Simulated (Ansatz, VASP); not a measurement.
# Two plane-wave programs on CdS

```
CELL_PARAMETERS angstrom
0.00000 2.93146 2.93146
2.93146 0.00000 2.93146
2.93146 2.93146 0.00000
ATOMIC_POSITIONS crystal
Cd 0.00000 0.00000 0.00000
S 0.75000 0.75000 0.75000
```

Alike in both runs: task single point; functional PBEsol; k mesh 8 × 8 × 8; occupations gaussian, width 0.05 eV; no spin polarisation.

|  | VASP | Ansatz |
| --- | --- | --- |
| version | VASP 6.6.1 | Ansatz 0.2.0 |
| potentials or method | VASP PAW PBE potentials, release 64 (Cd, S) | scalar-relativistic, plane waves, PAW |
| plane-wave cutoff (eV) | 520 | 420 |
| valence electrons in the cell | 18 | 26 |

Ansatz gave:

- gap on the k mesh at the Fermi level (eV): 0.97
- least direct gap on the mesh (eV): 0.97
- pressure (GPa): -1.2

Task: Estimate VASP's values.

Result: gap on the k mesh at the Fermi level (eV): 0.98; least direct gap on the mesh (eV): 0.98; pressure (GPa): -0.8.

With one functional, cell and mesh, what is left measures potentials, basis and numerics. The two sets of potentials don't hold the same shells in valence.

Caveats: the PAW data sets were made with another functional, which shifts forces and pressure a little (VASP). Expect the measured gap to be larger: semilocal functionals such as PBEsol lack the derivative discontinuity.
